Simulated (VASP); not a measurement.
Write the native input for VASP 6.6.1 that does the following.

* Task: relaxation of the atoms
* Functional: PBEsol
* Potentials or basis: VASP PAW PBE potentials, release 64 (Ca_sv, O)
* Cutoff: 600 eV
* k mesh: 10 × 10 × 10
* Occupations: gaussian, width 0.03 eV
* Spin: no spin polarisation
* Further INCAR settings: ALGO = Fast; EDIFF = 1e-07; IBRION = 2; EDIFFG = -0.01; NSW = 40

The structure of CaO (Lime) lies in POSCAR:

```
CaO                                     
1.0
    0.0000000000      2.3385964349      2.3385964349
    2.3385964349      0.0000000000      2.3385964349
    2.3385964349      2.3385964349      0.0000000000
  Ca              O             
     1     1
Direct
     0.0000000000000000    0.0000000000000000    0.0000000000000000
     0.5000000000000000    0.5000000000000000    0.5000000000000000
```

The cell isn't the ideal one: a relaxed cell with its volume scaled by 0.94.

One way to write it, as run:

INCAR

```
ALGO     = Fast           # electronic algorithm
EDIFF    = 1E-7           # SCF threshold, eV
EDIFFG   = -0.01          # ionic threshold
ENCUT    = 600            # plane-wave cutoff, eV
GGA      = PS             # functional
IBRION   = 2              # ionic algorithm
ISIF     = 2              # what is computed and relaxed
ISMEAR   = 0              # smearing method
LASPH    = T              # aspherical terms in the spheres
LCHARG   = F              # write CHGCAR
LREAL    = F              # projectors in reciprocal space
LWAVE    = F              # write WAVECAR
NELM     = 80             # most SCF steps
NSW      = 40             # ionic steps
PREC     = Accurate       # precision mode
SIGMA    = 0.03           # smearing width, eV
```

KPOINTS

```
k-points
0
Gamma
  10 10 10
```

Potentials or basis: VASP PAW PBE potentials, release 64 (Ca_sv, O).

Launch:

```bash
$ cat potpaw_PBE.64/Ca_sv/POTCAR potpaw_PBE.64/O/POTCAR > POTCAR
$ mpirun -np 1 vasp_std > vasp.out
```

Results of the run:

* Pressure after relaxing: 8.2 GPa
* Band gap on the k mesh: 3.48 eV, indirect (least direct gap 3.83 eV)

Caveat: the relaxation stopped at its first step, so nothing moved; the PAW data sets were made with another functional, which shifts forces and pressure a little.

It took 16 s on 1 thread of Intel(R) Xeon(R) 6975P-C (Granite Rapids) (shared host), peak memory 0.16 GiB.
